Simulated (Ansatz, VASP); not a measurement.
## One calculation of Ga, two programs

```
CELL_PARAMETERS angstrom
0.00000 2.93920 2.93920
2.93920 0.00000 2.93920
2.93920 2.93920 0.00000
ATOMIC_POSITIONS crystal
Ga 0.87500 0.87500 0.87500
Ga 0.12500 0.12500 0.12500
```

Alike in both runs: functional PBE; k mesh 12 × 12 × 12; occupations fermi-dirac, width 0.05 eV; no spin polarisation.

Ansatz relaxed the structure, and its values are those at the end. VASP's run is a single point on that final structure, the one shown.

```csv
,VASP,Ansatz
version,VASP 6.6.1,Ansatz 0.2.0
potentials or method,"VASP PAW PBE potentials, release 64 (Ga_d)","PAW with Ansatz's default frozen-core files, scalar-relativistic"
plane-wave cutoff (eV),520,420
valence electrons in the cell,26,26
```

```csv
,VASP,Ansatz,Ansatz less VASP
pressure (GPa),0.2,0.0,-0.15
```
